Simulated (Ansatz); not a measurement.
The system is HfO2.

```
CELL_PARAMETERS angstrom
5.11800 0.00000 0.00000
0.00000 5.18570 0.00000
-0.85866 0.00000 5.21387
ATOMIC_POSITIONS crystal
Hf 0.27550 0.46030 0.70800
Hf 0.72450 0.96030 0.79200
Hf 0.72450 0.53970 0.29200
Hf 0.27550 0.03970 0.20800
O 0.07420 0.16840 0.84670
O 0.92580 0.66840 0.65330
O 0.92580 0.83160 0.15330
O 0.07420 0.33160 0.34670
O 0.44870 0.74190 0.98010
O 0.55130 0.24190 0.51990
O 0.55130 0.25810 0.01990
O 0.44870 0.75810 0.48010
```

Base run:

* Program: Ansatz 0.2.0
* Functional: PBE
* Potentials or basis: Ansatz PAW
* Cutoff: 420 eV (not typed: the program's choice for these potentials)
* k mesh: 5 × 5 × 5
* Occupations: fermi-dirac, width 0.05 eV
* Spin: no spin polarisation

Its results: band gap on the k mesh 4.21 eV, indirect (least direct gap 4.27 eV); pressure 5.9 GPa; largest force 0.482 eV/Å.

Q: The run is repeated on the same cell with these changes: functional from PBE to RPBE. What comes out?

A: Band gap on the k mesh 4.29 eV, indirect (least direct gap 4.36 eV); pressure 10.7 GPa; largest force 0.503 eV/Å.

RPBE binds less tightly than PBE, so the same cell stands under more pressure.

Caveats: the k mesh misses the band edges, so the gap on the mesh is wider than the one along the path; spin-orbit coupling is left out, which moves the levels of the heavy elements; the PAW data sets come from PBE, with cores solved anew for the run's functional, which leaves a small shift of forces and pressure (some runs).
